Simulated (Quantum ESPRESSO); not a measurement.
# Ag (Fm-3m) in Quantum ESPRESSO: convergence with k mesh

Aim: find how far k mesh must go before the results for Ag settle, at PBE. This setting moves, with any that are tied to it; all else stays.

Program: Quantum ESPRESSO 7.5. These are calculated values, not measurements. Logs are shortened: lines on timing, memory, paths and dates and some standing lists are left out, and cuts for length are marked.

### Step 1. The crystal as given

It takes space group Fm-3m (No. 225, cubic). Conventional cell: a = 4.085 Å, b = 4.085 Å, c = 4.085 Å, α = 90.00°, β = 90.00°, γ = 90.00°. Around Ag (site symmetry m-3m) lie 12 Ag at 2.89 Å.

### Step 2. With k mesh 2 × 2 × 2

The input, pw.in:

```
&CONTROL
  calculation = 'scf'
  prefix = 'pwscf'
  outdir = './tmp'
  pseudo_dir = './pseudo'
  tprnfor = .true.
  tstress = .true.
  disk_io = 'nowf'
/
&SYSTEM
  ibrav = 0
  nat = 1
  ntyp = 1
  ecutwfc = 82
  nbnd = 16
  occupations = 'smearing'
  smearing = 'mv'
  degauss = 0.00734986
/
&ELECTRONS
  conv_thr = 2d-10
  electron_maxstep = 120
  mixing_beta = 0.5
/
ATOMIC_SPECIES
Ag   107.8682 Ag.upf
CELL_PARAMETERS angstrom
   0.0000000000    2.0427500000    2.0427500000
   2.0427500000    0.0000000000    2.0427500000
   2.0427500000    2.0427500000    0.0000000000
ATOMIC_POSITIONS crystal
Ag     0.0000000000    0.0000000000    0.0000000000
K_POINTS automatic
2 2 2 0 0 0
```

Potentials or basis: PseudoDojo 0.5 SR PBE standard.

Started as:

```sh
OMP_NUM_THREADS=1 pw.x -in pw.in > pw.out
```

pw.out:

```text
This program is part of the open-source Quantum ESPRESSO suite
     for quantum simulation of materials; please cite
         "P. Giannozzi et al., J. Phys.:Condens. Matter 21 395502 (2009);
         "P. Giannozzi et al., J. Phys.:Condens. Matter 29 465901 (2017);
         "P. Giannozzi et al., J. Chem. Phys. 152 154105 (2020);
     in publications or presentations arising from this work. More details at

     Message from routine setup:
     using ibrav=0 with symmetry is DISCOURAGED, use correct ibrav instead

     G-vector sticks info
     --------------------
     sticks:   dense  smooth     PW     G-vecs:    dense   smooth      PW
     Sum         673     673    199                11575    11575    1893

     Using Slab Decomposition

     bravais-lattice index     =            0
     lattice parameter (alat)  =       5.4592  a.u.
     unit-cell volume          =     115.0462 (a.u.)^3
     number of atoms/cell      =            1
     number of atomic types    =            1
     number of electrons       =        19.00
     number of Kohn-Sham states=           16
     kinetic-energy cutoff     =      82.0000  Ry
     charge density cutoff     =     328.0000  Ry
     scf convergence threshold =      2.0E-10
     mixing beta               =       0.5000
     number of iterations used =            8  plain     mixing
     Exchange-correlation= PBE
                           (   1   4   3   4   0   0   0)

     celldm(1)=   5.459201  celldm(2)=   0.000000  celldm(3)=   0.000000
     celldm(4)=   0.000000  celldm(5)=   0.000000  celldm(6)=   0.000000

     crystal axes: (cart. coord. in units of alat)
               a(1) = (   0.000000   0.707107   0.707107 )
               a(2) = (   0.707107   0.000000   0.707107 )
               a(3) = (   0.707107   0.707107   0.000000 )

     reciprocal axes: (cart. coord. in units 2 pi/alat)
               b(1) = ( -0.707107  0.707107  0.707107 )
               b(2) = (  0.707107 -0.707107  0.707107 )
               b(3) = (  0.707107  0.707107 -0.707107 )

     PseudoPot. # 1 for Ag read from file:
     Ag.upf
     Pseudo is Norm-conserving + core correction, Zval = 19.0
     Generated using ONCVPSP code by D. R. Hamann
     Using radial grid of 1538 points,  6 beta functions with:
                l(1) =   0
                l(2) =   0
                l(3) =   1
                l(4) =   1
                l(5) =   2
                l(6) =   2

     atomic species   valence    mass     pseudopotential
     Ag               19.00   107.86820     Ag( 1.00)

     48 Sym. Ops., with inversion, found

   Cartesian axes

     site n.     atom                  positions (alat units)
         1        Ag     tau(   1) = (   0.0000000   0.0000000   0.0000000  )

     number of k points=     3  Marzari-Vanderbilt smearing, width (Ry)=  0.0073
                       cart. coord. in units 2pi/alat
        k(    1) = (   0.0000000   0.0000000   0.0000000), wk =   0.2500000
        k(    2) = (  -0.3535534  -0.3535534   0.3535534), wk =   1.0000000
        k(    3) = (  -0.7071068   0.0000000   0.0000000), wk =   0.7500000

     Dense  grid:    11575 G-vectors     FFT dimensions: (  32,  32,  32)

     Initial potential from superposition of free atoms

     starting charge      18.9995, renormalised to      19.0000
     Starting wfcs are   10 randomized atomic wfcs +    6 random wfcs

     Self-consistent Calculation

     iteration #  1     ecut=    82.00 Ry     beta= 0.50
     Davidson diagonalization with overlap
     ethr =  1.00E-02,  avg # of iterations =  5.3

     Threshold (ethr) on eigenvalues was too large:
     Diagonalizing with lowered threshold

     Davidson diagonalization with overlap
     ethr =  1.26E-04,  avg # of iterations =  1.7

     total energy              =    -309.88372973 Ry
     estimated scf accuracy    <       0.02404061 Ry

     iteration #  2     ecut=    82.00 Ry     beta= 0.50
     Davidson diagonalization with overlap
     ethr =  1.27E-04,  avg # of iterations =  2.0

     total energy              =    -309.88884417 Ry
     estimated scf accuracy    <       0.00224519 Ry

     iteration #  3     ecut=    82.00 Ry     beta= 0.50
     Davidson diagonalization with overlap
     ethr =  1.18E-05,  avg # of iterations =  2.7

     total energy              =    -309.88903025 Ry
     estimated scf accuracy    <       0.00037671 Ry

     iteration #  4     ecut=    82.00 Ry     beta= 0.50
     Davidson diagonalization with overlap
     ethr =  1.98E-06,  avg # of iterations =  1.3

     total energy              =    -309.88905689 Ry
     estimated scf accuracy    <       0.00000463 Ry

     iteration #  5     ecut=    82.00 Ry     beta= 0.50
     Davidson diagonalization with overlap
     ethr =  2.44E-08,  avg # of iterations =  2.0

     total energy              =    -309.88905791 Ry
     estimated scf accuracy    <       0.00000040 Ry

     iteration #  6     ecut=    82.00 Ry     beta= 0.50
     Davidson diagonalization with overlap
     ethr =  2.10E-09,  avg # of iterations =  2.0

     total energy              =    -309.88905791 Ry
     estimated scf accuracy    <       0.00000003 Ry

     iteration #  7     ecut=    82.00 Ry     beta= 0.50
     Davidson diagonalization with overlap
     ethr =  1.36E-10,  avg # of iterations =  2.0

     total energy              =    -309.88905792 Ry
     estimated scf accuracy    <       0.00000001 Ry

     iteration #  8     ecut=    82.00 Ry     beta= 0.50
     Davidson diagonalization with overlap
     ethr =  5.39E-11,  avg # of iterations =  2.0

     End of self-consistent calculation

          k = 0.0000 0.0000 0.0000 (  1459 PWs)   bands (ev):

   -74.1154 -37.5375 -37.5375 -37.5375   9.6702  12.9140  12.9140  12.9140
    13.9970  13.9970  33.6129  37.1873  37.1873  37.1873  41.7963  42.8687

          k =-0.3536-0.3536 0.3536 (  1458 PWs)   bands (ev):

   -74.0978 -37.7047 -37.5629 -37.5629  11.2307  12.8988  12.8988  14.8008
    14.8008  17.0341  21.2005  32.7945  35.4588  35.4588  40.2300  40.2300

          k =-0.7071 0.0000 0.0000 (  1428 PWs)   bands (ev):

   -74.0919 -37.6967 -37.6019 -37.6019  11.2104  11.3678  14.7802  15.0059
    15.0059  19.0598  24.3089  28.1800  28.1800  34.6556  34.7107  47.4137

     the Fermi energy is    17.0817 ev

!    total energy              =    -309.88905792 Ry
     estimated scf accuracy    <          4.9E-11 Ry
     smearing contrib. (-TS)   =      -0.00064272 Ry
     internal energy E=F+TS    =    -309.88841521 Ry

     The total energy is F=E-TS. E is the sum of the following terms:
     one-electron contribution =    -120.55672943 Ry
     hartree contribution      =      71.45634139 Ry
     xc contribution           =     -46.40549542 Ry
     ewald contribution        =    -214.38253174 Ry

     convergence has been achieved in   8 iterations

     Forces acting on atoms (cartesian axes, Ry/au):

     atom    1 type  1   force =     0.00000000    0.00000000    0.00000000

     Total force =     0.000000     Total SCF correction =     0.000000

     Computing stress (Cartesian axis) and pressure

          total   stress  (Ry/bohr**3)                   (kbar)     P=      279.75
   0.00190170   0.00000000   0.00000000          279.75        0.00        0.00
   0.00000000   0.00190170   0.00000000            0.00      279.75        0.00
   0.00000000   0.00000000   0.00190170            0.00        0.00      279.75

=------------------------------------------------------------------------------=
   JOB DONE.
=------------------------------------------------------------------------------=
```

Wall time 1 s (1 thread of Arm Neoverse V1, shared host); peak memory 0.05 GiB.

Results:

| Item | Value |
| --- | --- |
| Free energy | -4216.2554 eV |
| Pressure | 28.0 GPa |
| Band gap on the k mesh | none (metal or under the smearing width) |

### Step 3. With k mesh 3 × 3 × 3

pw.in, as its differences from that of step 2:

```diff
@@ -33,2 +33,2 @@
 K_POINTS automatic
-2 2 2 0 0 0
+3 3 3 0 0 0
```

Potentials or basis: PseudoDojo 0.5 SR PBE standard.

Started as:

```sh
OMP_NUM_THREADS=1 pw.x -in pw.in > pw.out
```

Run time: 1.3 s. Hardware: 1 thread of Arm Neoverse V1, shared host; peak memory 0.05 GiB.

Results:

```yaml
Free_energy: -4218.5928 eV
Pressure: 1.3 GPa
Band_gap_on_the_k_mesh: none (metal or under the smearing width)
```

### Step 4. With k mesh 5 × 5 × 5

pw.in, as its differences from that of step 3:

```diff
@@ -33,2 +33,2 @@
 K_POINTS automatic
-3 3 3 0 0 0
+5 5 5 0 0 0
```

Started as:

```sh
OMP_NUM_THREADS=1 pw.x -in pw.in > pw.out
```

It took 2.7 s on 1 thread of Arm Neoverse V1, shared host; peak memory 0.05 GiB.

Results:

```yaml
Free_energy: -4218.3905 eV
Pressure: 3.7 GPa
Band_gap_on_the_k_mesh: none (metal or under the smearing width)
```

### Step 5. With k mesh 7 × 7 × 7

pw.in, as its differences from that of step 4:

```diff
@@ -33,2 +33,2 @@
 K_POINTS automatic
-5 5 5 0 0 0
+7 7 7 0 0 0
```

Started as:

```sh
OMP_NUM_THREADS=1 pw.x -in pw.in > pw.out
```

Run time: 4.6 s. Hardware: 1 thread of Arm Neoverse V1, shared host; peak memory 0.05 GiB.

What came out:

```yaml
Free_energy: -4218.3212 eV
Pressure: 4.2 GPa
Band_gap_on_the_k_mesh: none (metal or under the smearing width)
```

### Step 6. With k mesh 8 × 8 × 8

pw.in, as its differences from that of step 5:

```diff
@@ -33,2 +33,2 @@
 K_POINTS automatic
-7 7 7 0 0 0
+8 8 8 0 0 0
```

Potentials or basis: PseudoDojo 0.5 SR PBE standard.

Started as:

```sh
OMP_NUM_THREADS=1 pw.x -in pw.in > pw.out
```

It took 7.3 s on 1 thread of Arm Neoverse V1, shared host; peak memory 0.05 GiB.

The run converged. Its results:

```yaml
Free_energy: -4218.2388 eV
Pressure: 5.1 GPa
Band_gap_on_the_k_mesh: none (metal or under the smearing width)
```

### Step 7. With k mesh 10 × 10 × 10

pw.in, as its differences from that of step 6:

```diff
@@ -33,2 +33,2 @@
 K_POINTS automatic
-8 8 8 0 0 0
+10 10 10 0 0 0
```

Started as:

```sh
OMP_NUM_THREADS=1 pw.x -in pw.in > pw.out
```

Run time: 11 s. Hardware: 1 thread of Arm Neoverse V1, shared host; peak memory 0.05 GiB.

It converged, with:

```
Free energy            : -4218.2566 eV
Pressure               : 4.9 GPa
Band gap on the k mesh : none (metal or under the smearing width)
```

### Step 8. With k mesh 11 × 11 × 11

pw.in, as its differences from that of step 7:

```diff
@@ -33,2 +33,2 @@
 K_POINTS automatic
-10 10 10 0 0 0
+11 11 11 0 0 0
```

Started as:

```sh
OMP_NUM_THREADS=1 pw.x -in pw.in > pw.out
```

Run time: 13 s. Hardware: 1 thread of Arm Neoverse V1, shared host; peak memory 0.05 GiB.

The run converged. Its results:

```yaml
Free_energy: -4218.2729 eV
Pressure: 4.2 GPa
Band_gap_on_the_k_mesh: none (metal or under the smearing width)
```

### Step 9. With k mesh 13 × 13 × 13

pw.in, as its differences from that of step 8:

```diff
@@ -33,2 +33,2 @@
 K_POINTS automatic
-11 11 11 0 0 0
+13 13 13 0 0 0
```

Potentials or basis: PseudoDojo 0.5 SR PBE standard.

Started as:

```sh
OMP_NUM_THREADS=1 pw.x -in pw.in > pw.out
```

It took 19 s on 1 thread of Arm Neoverse V1, shared host; peak memory 0.06 GiB.

Results (log left out):

```yaml
Free_energy: -4218.2693 eV
Pressure: 4.3 GPa
Band_gap_on_the_k_mesh: none (metal or under the smearing width)
```

### Step 10. With k mesh 15 × 15 × 15

pw.in, as its differences from that of step 9:

```diff
@@ -33,2 +33,2 @@
 K_POINTS automatic
-13 13 13 0 0 0
+15 15 15 0 0 0
```

Started as:

```sh
OMP_NUM_THREADS=1 pw.x -in pw.in > pw.out
```

Wall time 24 s (1 thread of Arm Neoverse V1, shared host); peak memory 0.07 GiB.

Results (log left out):

```
Free energy            : -4218.2667 eV
Pressure               : 4.4 GPa
Band gap on the k mesh : none (metal or under the smearing width)
```

### Step 11. The series at a glance

| k mesh | energy less the tightest run, at zero smearing (meV/atom) | pressure (GPa) | SCF cycles | CPU time (s) | peak memory (GiB) |
| --- | --- | --- | --- | --- | --- |
| 2 × 2 × 2 | 2011.27 | 27.98 | 8 | 1 | 0.05 |
| 3 × 3 × 3 | -326.09 | 1.34 | 9 | 1.3 | 0.05 |
| 5 × 5 × 5 | -123.84 | 3.66 | 9 | 2.7 | 0.05 |
| 7 × 7 × 7 | -54.50 | 4.17 | 8 | 4.6 | 0.05 |
| 8 × 8 × 8 | 27.86 | 5.12 | 9 | 7.3 | 0.05 |
| 10 × 10 × 10 | 10.14 | 4.88 | 9 | 11 | 0.05 |
| 11 × 11 × 11 | -6.22 | 4.19 | 9 | 13 | 0.05 |
| 13 × 13 × 13 | -2.59 | 4.30 | 9 | 19 | 0.06 |
| 15 × 15 × 15 | 0.00 | 4.43 | 8 | 24 | 0.07 |

Not settled before the last step: the energy (to 1 meV/atom), the pressure (to 0.1 GPa). Meshes of other sizes hit other points, so gaps and Fermi surfaces needn't settle smoothly. The tightest run that finished is the yardstick and may itself not be fully converged.
